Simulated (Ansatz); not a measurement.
# HfC: the cost of one run

Computed with Ansatz 0.2.0 (DFT PBE, scalar-relativistic, plane waves, PAW, unless a step's input says otherwise).

## 1. The starting structure

The structure is cubic, space group Fm-3m (No. 225). Conventional cell: a = 4.650 Å, b = 4.650 Å, c = 4.650 Å, α = 90.00°, β = 90.00°, γ = 90.00°. Around Hf (site symmetry m-3m) lie 6 C at 2.33 Å. C (site symmetry m-3m) is surrounded by 6 Hf at 2.33 Å.

Structure file:

```xyz
2
Lattice="0.0000 2.3250 2.3250 2.3250 0.0000 2.3250 2.3250 2.3250 0.0000" Properties=species:S:1:pos:R:3 pbc="T T T"
Hf    2.3250    2.3250    2.3250
C     0.0000    0.0000    0.0000
```

The cell is taken as given, not relaxed at this level.

## 2. The reference cell

The reference gives a free energy of -15974.1436 eV, pressure 0.21 GPa, largest force 0.000 eV/Å and gap on the mesh none (metal). It was computed beforehand with the settings of the runs below.

## 3. The scan: one atom moved over a plane

Atom 1 (Hf) is moved by p along (1.000, 0.000, 0.000) and q along (0.000, 0.000, 1.000) (Å), all else fixed; its images in the other cells move with it. Points alike by symmetry are run once.

## 4. p = -0.200, q = -0.200

Input file input.yaml:

```yaml
crystal:
  lattice:
    - [0.0, 2.325, 2.325]
    - [2.325, 0.0, 2.325]
    - [2.325, 2.325, 0.0]
  atoms:
    - { symbol: Hf, position: [0.5, 0.4139784946, 0.5] }
    - { symbol: C, position: [0.0, 0.0, 0.0] }
basis:
  ecutwfc: 420
kpoints:
  mp_grid: { grid: [18, 18, 18] }
hamiltonian:
  xc: pbe
scf:
  occupations: { method: gaussian, width: 0.15 }
output:
  forces: true
  stress: true
  eigenvalues: true
```

Command:

```sh
ansatz run input.yaml --threads 1 --pin off --max-ram 2560MiB --backend cpu --events-out ev --progress --plain --runs-dir out
```

Q: Estimate wall time and peak memory on 1 thread of Arm Neoverse V1, shared host.

About 40 s, with a peak of 0.69 GiB.
